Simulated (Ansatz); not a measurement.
**Al in Ansatz: convergence with n extra bands**

Input of the first run (n extra bands 1); the others differ in this setting and in those tied to it:

input.yaml

```yaml
crystal:
  lattice:
    - [0.047894, 1.969142, 2.026853]
    - [2.043256, -0.008354, 2.083101]
    - [2.040582, 2.022715, -0.005679]
  atoms:
    - { symbol: Al, position: [0.005978, -0.013119, 0.021168] }
hamiltonian:
  xc: r2scan
  pseudopotentials: { kind: paw, level: accurate }
kpoints:
  mp_grid: { grid: [8, 8, 8] }
scf:
  occupations: { method: methfessel_paxton, width: 0.05 }
  n_extra_bands: 1
output:
  forces: true
  stress: true
  eigenvalues: true
```

Potentials or basis: Ansatz PAW earlier set.

Launch:

```console
$ ansatz run input.yaml --threads 2 --pin off --max-ram 5632MiB --backend cpu --events-out ev --progress --plain --runs-dir out
```

The cell isn't the ideal one: cell strained at random at fixed volume.

Hardware: 2 threads of Arm Neoverse V1, on a shared host.

| n extra bands | energy less the tightest run, at zero smearing (meV/atom) | SCF cycles | CPU time (s) | peak memory (GiB) |
| --- | --- | --- | --- | --- |
| 1 | 0.00 | 6 | 21 | 0.52 |
| 2 | 0.00 | 6 | 18 | 0.52 |
| 4 | 0.00 | 6 | 19 | 0.53 |
| 8 | 0.00 | 6 | 25 | 0.57 |
| 16 | 0.00 | 6 | 33 | 0.64 |
| 32 | 0.00 | 6 | 51 | 0.73 |

Against the tightest run, the energy stays within 1 meV/atom from 1 on. The tightest run that finished is the yardstick and may itself not be fully converged.
